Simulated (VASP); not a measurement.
# AlN (F-43m) in VASP: notebook

One crystal, AlN, is run at these levels: PBEsol; tasks: relaxation of cell and atoms, single point.

All numbers are computed with VASP 6.6.1; they aren't measurements. Logs are shortened: lines on timing, memory, paths and dates and some standing lists are left out, and cuts for length are marked.

### 1 The crystal as given

The structure is cubic, space group F-43m (No. 216). The conventional cell has a = 4.368 Å, b = 4.368 Å, c = 4.368 Å, α = 90.00°, β = 90.00°, γ = 90.00°. Al (site symmetry -43m) has 4 N at 1.89 Å as nearest neighbours. Around N (site symmetry -43m) lie 4 Al at 1.89 Å.

Measurements of this composition are mostly on another form, of space group No. 186.

### 2 Relaxation of cell and atoms, PBEsol

INCAR

```
SYSTEM = AlN
ALGO = Normal
EDIFF = 1E-7
EDIFFG = -0.005
ENCUT = 300
GGA = PS
IBRION = 2
ISIF = 3
ISMEAR = 0
LASPH = .True.
LCHARG = .False.
LREAL = .False.
LWAVE = .False.
NELM = 60
NSW = 90
PREC = Accurate
SIGMA = 0.02
```

KPOINTS

```
k-points
0
Gamma
  10 10 10
  0 0 0
```

POSCAR

```
AlN
1.0
    0.0000000000      2.1839935600      2.1839935600
    2.1839935600      0.0000000000      2.1839935600
    2.1839935600      2.1839935600      0.0000000000
Al N
1 1
Direct
    0.0000000000      0.0000000000      0.0000000000
    0.2500000000      0.2500000000      0.2500000000
```

Potentials or basis: VASP PAW PBE potentials, release 64 (Al, N).

Started as:

```sh
cat potpaw_PBE.64/Al/POTCAR potpaw_PBE.64/N/POTCAR > POTCAR
mpirun -np 1 vasp_std > vasp.out
```

OUTCAR:

```text
SYSTEM = AlN
   EDIFF = 1E-7
   EDIFFG = -0.005
   ENCUT = 300
   GGA = PS
   IBRION = 2
   ISIF = 3
   ISMEAR = 0
   LASPH = .True.
   LREAL = .False.
   NELM = 60
   NSW = 90
   PREC = Accurate

 ion  position               nearest neighbor table
   1  0.000  0.000  0.000-   2 1.89   2 1.89   2 1.89   2 1.89
   2  0.250  0.250  0.250-   1 1.89   1 1.89   1 1.89   1 1.89

  LATTYP: Found a face centered cubic cell.
 ALAT       =     4.3679871200

  Lattice vectors:

 A1 = (   0.0000000000,   2.1839935600,   2.1839935600)
 A2 = (   2.1839935600,   0.0000000000,   2.1839935600)
 A3 = (   2.1839935600,   2.1839935600,   0.0000000000)

Analysis of symmetry for initial positions (statically):
=====================================================================
 Subroutine PRICEL returns:
 Original cell was already a primitive cell.

 Routine SETGRP: Setting up the symmetry group for a
 face centered cubic supercell.

 Subroutine GETGRP returns: Found 24 space group operations
 (whereof 24 operations were pure point group operations)
 out of a pool of 48 trial point group operations.

The static configuration has the point symmetry T_d .

Analysis of symmetry for dynamics (positions and initial velocities):
=====================================================================
 Subroutine PRICEL returns:
 Original cell was already a primitive cell.

 Routine SETGRP: Setting up the symmetry group for a
 face centered cubic supercell.

 Subroutine GETGRP returns: Found 24 space group operations
 (whereof 24 operations were pure point group operations)
 out of a pool of 48 trial point group operations.

The dynamic configuration has the point symmetry T_d .

 Subroutine INISYM returns: Found 24 space group operations
 (whereof 24 operations are pure point group operations),
 and found     1 'primitive' translations

----------------------------------------------------------------------------------------

                                     Primitive cell

  volume of cell :      20.8345

  direct lattice vectors                    reciprocal lattice vectors
     0.000000000  2.183993560  2.183993560    -0.228938404  0.228938404  0.228938404
     2.183993560  0.000000000  2.183993560     0.228938404 -0.228938404  0.228938404
     2.183993560  2.183993560  0.000000000     0.228938404  0.228938404 -0.228938404

  length of vectors
     3.088633313  3.088633313  3.088633313     0.396532948  0.396532948  0.396532948

  position of ions in fractional coordinates (direct lattice)
     0.000000000  0.000000000  0.000000000
[... 98 lines left out ...]
     AMIX_MAG =   1.60;   BMIX_MAG =  1.00
  volume/ion in A,a.u.               =      10.42        70.30
  Fermi-wavevector in a.u.,A,eV,Ry     =   1.189899  2.248583 19.263943  1.415860
  Thomas-Fermi vector in A             =   2.325996
   LORBIT       =      0    0 simple, 1 ext, 2 COOP (PROOUT), +10 PAW based schemes
   GGA     = PS    functional components
   LHFCALC =     F    Hartree Fock is set to
   AEXX    =    0.0000 exact exchange contribution
   IVDW    =     0    specifies the selected vdW correction
   LEPSILON=     F    determine dielectric tensor
   LRPA    =     F    only Hartree local field effects (RPA)
 conjugate gradient relaxation of ions
 non-spin polarized calculation
 Gauss-broadening in eV      SIGMA  =   0.02
  energy-cutoff  :      300.00
  volume of cell :       20.83
 maximum number of plane-waves:       262
 NGX is ok and might be reduce to    18
   NGX =  9   NGY =  9   NGZ =  9

--------------------------------------- Ionic step        1  -------------------------------------------

 number of electron       8.0000003 magnetization

 Free energy of the ion-electron system (eV)
  ---------------------------------------------------
  ext. energy  EPLUGINS =         0.00000000
  ---------------------------------------------------
  free energy    TOTEN  =       -15.58548105 eV

  energy without entropy =      -15.58548105  energy(sigma->0) =      -15.58548105

------------------------ aborting loop because EDIFF is reached ----------------------------------------

  FORCE on cell =-STRESS in cart. coord.  units (eV):
  Direction    XX          YY          ZZ          XY          YZ          ZX
  --------------------------------------------------------------------------------------
  -------------------------------------------------------------------------------------
  Total       -2.5000977     -2.5000977     -2.5000977      0.0000000      0.0000000     -0.0000000
  in kB     -192.2575965   -192.2575965   -192.2575965      0.0000000      0.0000000     -0.0000000
  external PRESSURE =    -192.2575965 kB  Pullay stress =       0.0000000 kB
[... 95 lines left out ...]
--------------------------------------- Ionic step        4  -------------------------------------------

 number of electron       8.0000003 magnetization

 Free energy of the ion-electron system (eV)
  ---------------------------------------------------
  ext. energy  EPLUGINS =         0.00000000
  ---------------------------------------------------
  free energy    TOTEN  =       -15.67492551 eV

  energy without entropy =      -15.67492551  energy(sigma->0) =      -15.67492551

 E-fermi :   6.6991     XC(G=0): -11.4445

 val. band max:        6.5727000928   @ k =   0.0000   0.0000   0.0000
 cond. band min:       9.7889162455   @ k =   0.5000   0.5000   0.0000
 fundamental gap:      3.2162161527
 Fermi energy:         6.6990871166

 k-point     1 :       0.0000    0.0000    0.0000
  band No.  band energies     occupation
      1      -8.8756      2.00000
      2       6.5727      2.00000
      3       6.5727      2.00000
      4       6.5727      2.00000
      5      11.2796      0.00000
      6      19.7475      0.00000
      7      19.7475      0.00000
      8      19.7475      0.00000
[... 243 lines left out ...]
 k-point    24 :       0.4000    0.3000    0.0000
  band No.  band energies     occupation
      1      -6.6565      2.00000
      2       2.2298      2.00000
      3       4.7884      2.00000
      4       5.1190      2.00000
      5      11.5320      0.00000
      6      16.4495      0.00000
      7      19.7045      0.00000
      8      21.9112      0.00000

 [... further k-points ...]

------------------------ aborting loop because EDIFF is reached ----------------------------------------

  FORCE on cell =-STRESS in cart. coord.  units (eV):
  Direction    XX          YY          ZZ          XY          YZ          ZX
  --------------------------------------------------------------------------------------
  -------------------------------------------------------------------------------------
  Total       -0.0076153     -0.0076153     -0.0076153      0.0000000      0.0000000      0.0000000
  in kB       -0.6282628     -0.6282628     -0.6282628      0.0000000      0.0000000      0.0000000
  external PRESSURE =      -0.6282628 kB  Pullay stress =       0.0000000 kB
[... 17 lines left out ...]
  FREE ENERGIE OF THE ION-ELECTRON SYSTEM (eV)
  ---------------------------------------------------
  free  energy   TOTEN  =       -15.6749255089 eV

  energy  without entropy=      -15.6749255089  energy(sigma->0) =      -15.67492551

 reached required accuracy - stopping structural energy minimisation
```

OSZICAR:

```text
N       E                     dE             d eps       ncg     rms          rms(c)
DAV:   1    -0.532748381007E+01   -0.53275E+01   -0.30480E+03   928   0.506E+02
DAV:   2    -0.174426552003E+02   -0.12115E+02   -0.11405E+02   968   0.830E+01
DAV:   3    -0.175766542958E+02   -0.13400E+00   -0.13400E+00   936   0.101E+01
[... 31 lines left out ...]
DAV:   1    -0.156750134832E+02   -0.19266E-03   -0.23926E-03   768   0.443E-01    0.638E-02
DAV:   2    -0.156749271038E+02    0.86379E-04   -0.46717E-04   768   0.142E-01    0.154E-02
DAV:   3    -0.156749258362E+02    0.12676E-05   -0.71043E-06   976   0.255E-02    0.546E-03
DAV:   4    -0.156749254511E+02    0.38505E-06   -0.22365E-07   768   0.371E-03    0.282E-03
DAV:   5    -0.156749255089E+02   -0.57787E-07   -0.79293E-08   376   0.230E-03
   4 F= -.15674926E+02 E0= -.15674926E+02  d E =-.894445E-01
```

Wall time 5.4 s (1 thread of AMD EPYC 9R45 (Zen 5), shared host); peak memory 0.08 GiB.

The run converged, but a check on its numbers failed (symmetry, net force, bounds or a known fault of this set-up), so they aren't taken as properties of the crystal.

Caveat: the cutoff lies under the usual one of these potentials, so the numbers hold a large basis-set error; the PAW data sets were made with another functional, which shifts forces and pressure a little.

### 3 Relaxation of cell and atoms, PBEsol

INCAR, as its differences from that of step 2:

```diff
@@ -4,3 +4,3 @@
 EDIFFG = -0.005
-ENCUT = 300
+ENCUT = 600
 GGA = PS
```

KPOINTS

```
k-points
0
Gamma
  4 4 4
  0 0 0
```

POSCAR is that of step 2.

Potentials or basis: VASP PAW PBE potentials, release 64 (Al, N).

Started as:

```sh
cat potpaw_PBE.64/Al/POTCAR potpaw_PBE.64/N/POTCAR > POTCAR
mpirun -np 1 vasp_std > vasp.out
```

OUTCAR:

```text
SYSTEM = AlN
   EDIFF = 1E-7
   EDIFFG = -0.005
   ENCUT = 600
   GGA = PS
   IBRION = 2
   ISIF = 3
   ISMEAR = 0
   LASPH = .True.
   LREAL = .False.
   NELM = 60
   NSW = 90
   PREC = Accurate

 ion  position               nearest neighbor table
   1  0.000  0.000  0.000-   2 1.89   2 1.89   2 1.89   2 1.89
   2  0.250  0.250  0.250-   1 1.89   1 1.89   1 1.89   1 1.89

  LATTYP: Found a face centered cubic cell.
 ALAT       =     4.3679871200

  Lattice vectors:

 A1 = (   0.0000000000,   2.1839935600,   2.1839935600)
 A2 = (   2.1839935600,   0.0000000000,   2.1839935600)
 A3 = (   2.1839935600,   2.1839935600,   0.0000000000)

Analysis of symmetry for initial positions (statically):
=====================================================================
 Subroutine PRICEL returns:
 Original cell was already a primitive cell.

 Routine SETGRP: Setting up the symmetry group for a
 face centered cubic supercell.

 Subroutine GETGRP returns: Found 24 space group operations
 (whereof 24 operations were pure point group operations)
 out of a pool of 48 trial point group operations.

The static configuration has the point symmetry T_d .

Analysis of symmetry for dynamics (positions and initial velocities):
[... 135 lines left out ...]

 number of electron       7.9999999 magnetization

 Free energy of the ion-electron system (eV)
  ---------------------------------------------------
  ext. energy  EPLUGINS =         0.00000000
  ---------------------------------------------------
  free energy    TOTEN  =       -15.57339437 eV

  energy without entropy =      -15.57339437  energy(sigma->0) =      -15.57339437

------------------------ aborting loop because EDIFF is reached ----------------------------------------

  FORCE on cell =-STRESS in cart. coord.  units (eV):
  Direction    XX          YY          ZZ          XY          YZ          ZX
  --------------------------------------------------------------------------------------
  -------------------------------------------------------------------------------------
  Total        0.1634106      0.1634106      0.1634106      0.0000000      0.0000000     -0.0000000
  in kB       12.5662790     12.5662790     12.5662790      0.0000000      0.0000000     -0.0000000
  external PRESSURE =      12.5662790 kB  Pullay stress =       0.0000000 kB
[... 59 lines left out ...]
--------------------------------------- Ionic step        3  -------------------------------------------

 number of electron       7.9999999 magnetization

 Free energy of the ion-electron system (eV)
  ---------------------------------------------------
  ext. energy  EPLUGINS =         0.00000000
  ---------------------------------------------------
  free energy    TOTEN  =       -15.57389184 eV

  energy without entropy =      -15.57389184  energy(sigma->0) =      -15.57389184

 E-fermi :   5.9577     XC(G=0): -11.0963

 val. band max:        5.8521498047   @ k =   0.0000   0.0000   0.0000
 cond. band min:       9.0067901218   @ k =   0.5000   0.5000   0.0000
 fundamental gap:      3.1546403172
 Fermi energy:         5.9577367679

 k-point     1 :       0.0000    0.0000    0.0000
  band No.  band energies     occupation
      1      -9.0793      2.00000
      2       5.8521      2.00000
      3       5.8521      2.00000
      4       5.8521      2.00000
      5       9.9165      0.00000
      6      18.2330      0.00000
      7      18.2330      0.00000
      8      18.2330      0.00000
[... 104 lines left out ...]
  FREE ENERGIE OF THE ION-ELECTRON SYSTEM (eV)
  ---------------------------------------------------
  free  energy   TOTEN  =       -15.5738918413 eV

  energy  without entropy=      -15.5738918413  energy(sigma->0) =      -15.57389184

 reached required accuracy - stopping structural energy minimisation
```

It took 3.8 s on 1 thread of AMD EPYC 9R45 (Zen 5), shared host; peak memory 0.12 GiB.

Results:

```yaml
Free_energy: -15.5739 eV
Relaxed_volume: 10.48 Å³/atom
Relaxed_cell: a = 3.095 Å, b = 3.095 Å, c = 3.095 Å, α = 60.00°, β = 60.00°, γ = 60.00°
Space_group_after_relaxing_to_0.05_Å: F-43m (No. 216)
Energy_gained_by_relaxing: 0.2 meV/atom
Ionic_steps: 3
Pressure_after_relaxing: 0.0 GPa
Band_gap_on_the_k_mesh: 3.15 eV, indirect (least direct gap 4.06 eV)
```

The path:
```
step  energy change (eV)  largest force (eV/Å)  pressure (GPa)  volume (Å³)
   1              0.0000                0.0000            1.26        20.83
   2             -0.0001                0.0000           -1.13        21.08
   3             -0.0005                0.0000            0.01        20.96
```

Final structure:
```
Al N
1.0
     0.00000    2.18845    2.18845
     2.18845    0.00000    2.18845
     2.18845    2.18845    0.00000
Al N
1 1
Cartesian
  0.0000 0.0000 0.0000
  1.0942 1.0942 1.0942
```

Levels at points of the mesh, in eV from the valence-band top:
```tsv
k point	band 1	band 2	band 3	band 4	band 5	band 6	band 7	band 8
(0.00, 0.00, 0.00)	-14.93	0.00	0.00	0.00	4.06	12.38	12.38	12.38
(0.50, 0.00, 0.00)	-12.86	-5.90	-0.48	-0.48	7.21	9.71	10.97	10.97
(0.50, 0.50, 0.00)	-12.22	-4.94	-1.79	-1.79	3.15	8.42	13.79	15.53
```

Caveat: the k mesh is coarse (spacing up to 0.62 Å⁻¹), so the values aren't converged; the PAW data sets were made with another functional, which shifts forces and pressure a little.

### 4 Single point, PBEsol

INCAR

```
SYSTEM = AlN
ALGO = Normal
EDIFF = 1E-6
ENCUT = 520
GGA = PS
ISIF = 2
ISMEAR = 0
LASPH = .True.
LCHARG = .False.
LREAL = .False.
LWAVE = .False.
NBANDS = 11
NELM = 60
PREC = Accurate
SIGMA = 0.02
```

KPOINTS

```
k-points
0
Gamma
  10 10 10
  0 0 0
```

POSCAR is that of step 3.

Started as:

```sh
cat potpaw_PBE.64/Al/POTCAR potpaw_PBE.64/N/POTCAR > POTCAR
mpirun -np 1 vasp_std > vasp.out
```

It took 4.6 s on 1 thread of AMD EPYC 9R45 (Zen 5), shared host; peak memory 0.11 GiB.

Results (log left out):

- Free energy: -15.6107 eV
- Pressure: 1.3 GPa
- Band gap on the k mesh: 3.19 eV, indirect (least direct gap 4.13 eV)

Levels at points of the mesh, in eV from the valence-band top:
```tsv
k point	band 2	band 3	band 4	band 5	band 6	band 7
(0.00, 0.00, 0.00)	0.00	0.00	0.00	4.13	12.47	12.47
(0.50, 0.00, 0.00)	-5.91	-0.48	-0.48	7.29	9.77	11.04
(0.50, 0.50, 0.00)	-4.95	-1.79	-1.79	3.19	8.48	13.87
```

Caveat: the PAW data sets were made with another functional, which shifts forces and pressure a little.

### 5 Relaxation of cell and atoms, PBEsol

INCAR

```
SYSTEM = AlN
ALGO = Normal
EDIFF = 1E-7
EDIFFG = -0.005
ENCUT = 580
GGA = PS
IBRION = 2
ISIF = 3
ISMEAR = 0
LASPH = .True.
LCHARG = .False.
LREAL = .False.
LWAVE = .False.
NELM = 60
NSW = 90
PREC = Accurate
SIGMA = 0.02
```

KPOINTS is that of step 4.

POSCAR is that of step 4.

Started as:

```sh
cat potpaw_PBE.64/Al/POTCAR potpaw_PBE.64/N/POTCAR > POTCAR
mpirun -np 1 vasp_std > vasp.out
```

Run time: 7.5 s. Hardware: 1 thread of AMD EPYC 9R45 (Zen 5), shared host; peak memory 0.11 GiB.

The run converged. Its results:

| Item | Value |
| --- | --- |
| Free energy | -15.6121 eV |
| Relaxed volume | 10.48 Å³/atom |
| Relaxed cell | a = 3.095 Å, b = 3.095 Å, c = 3.095 Å, α = 60.00°, β = 60.00°, γ = 60.00° |
| Space group after relaxing (to 0.05 Å) | F-43m (No. 216) |
| Energy gained by relaxing | 0.2 meV/atom |
| Ionic steps | 3 |
| Pressure after relaxing | 0.0 GPa |
| Band gap on the k mesh | 3.18 eV, indirect (least direct gap 4.08 eV) |

Step by step:
```tsv
step	energy change (eV)	largest force (eV/Å)	pressure (GPa)	volume (Å³)
1	0.0000	0.0000	1.25	20.83
2	-0.0001	0.0000	-1.12	21.08
3	-0.0005	0.0000	0.01	20.96
```

Final structure:
```
Al N
1.0
     0.00000    2.18844    2.18844
     2.18844    0.00000    2.18844
     2.18844    2.18844    0.00000
Al N
1 1
Direct
  0.00000 0.00000 0.00000
  0.25000 0.25000 0.25000
```

Levels at points of the mesh, in eV from the valence-band top:
| k point | band 1 | band 2 | band 3 | band 4 | band 5 | band 6 | band 7 | band 8 |
| --- | --- | --- | --- | --- | --- | --- | --- | --- |
| (0.00, 0.00, 0.00) | -14.92 | 0.00 | 0.00 | 0.00 | 4.08 | 12.41 | 12.41 | 12.41 |
| (0.50, 0.00, 0.00) | -12.86 | -5.89 | -0.48 | -0.48 | 7.23 | 9.72 | 11.00 | 11.00 |
| (0.50, 0.50, 0.00) | -12.22 | -4.93 | -1.78 | -1.78 | 3.18 | 8.45 | 13.79 | 15.55 |

Caveat: the PAW data sets were made with another functional, which shifts forces and pressure a little.

### 6 The runs side by side

| task | cell | k mesh | cutoff (eV) | mesh quality | gap on the mesh (eV) | pressure (GPa) | relaxed volume (Å³/atom) |
| --- | --- | --- | --- | --- | --- | --- | --- |
| relaxation of cell and atoms | relaxed | 4 × 4 × 4 | 600 | coarse | 3.15 | 0.0 | 10.48 |
| single point | as given | 10 × 10 × 10 | 520 | not flagged | 3.19 | 1.3 | - |
| relaxation of cell and atoms | relaxed | 10 × 10 × 10 | 580 | not flagged | 3.18 | 0.0 | 10.48 |

Alike in all rows: level PBEsol; potentials or basis VASP PAW PBE potentials, release 64 (Al, N); no spin polarisation; smearing gaussian 0.02 eV.

Caveats: some runs use coarse meshes; the PAW data sets were made with another functional, which shifts forces and pressure a little.

Total energies depend on the potentials used, so only differences within one code and one set of settings carry meaning.
